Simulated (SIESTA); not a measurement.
Ga:

```
CELL_PARAMETERS angstrom
1.45000 -4.06500 0.00000
1.45000 4.06500 0.00000
0.00000 0.00000 3.17000
ATOMIC_POSITIONS crystal
Ga 0.13300 0.86700 0.75000
Ga 0.86700 0.13300 0.25000
```

This isn't the form of Ga at room conditions, which is orthorhombic.

Base run:

```yaml
Program: SIESTA 5.4.2
Functional: PBE
Potentials_or_basis: PseudoDojo 0.4 standard (PBE files)
Basis: DZP (energy shift 0.003 Ry; two zetas on semicore shells)
Grid_cutoff: 800 Ry
Energy_shift: 0.003 Ry
k_mesh: 10 × 10 × 8
Occupations: fermi-dirac, width 0.05 eV
Spin: no spin polarisation
```

Its results: band gap on the k mesh none (metal or under the smearing width); pressure 1.2 GPa; largest force 0.158 eV/Å.

The run is repeated on the same cell with these changes: functional from PBE to PBEsol; potentials or basis from PseudoDojo 0.4 standard (PBE files) to PseudoDojo 0.4 standard (PBEsol files). What comes out?

Band gap on the k mesh none (metal or under the smearing width); pressure -2.2 GPa; largest force 0.160 eV/Å.

Caveats: the basis of atomic orbitals isn't converged, which shifts pressures, moduli and gaps.
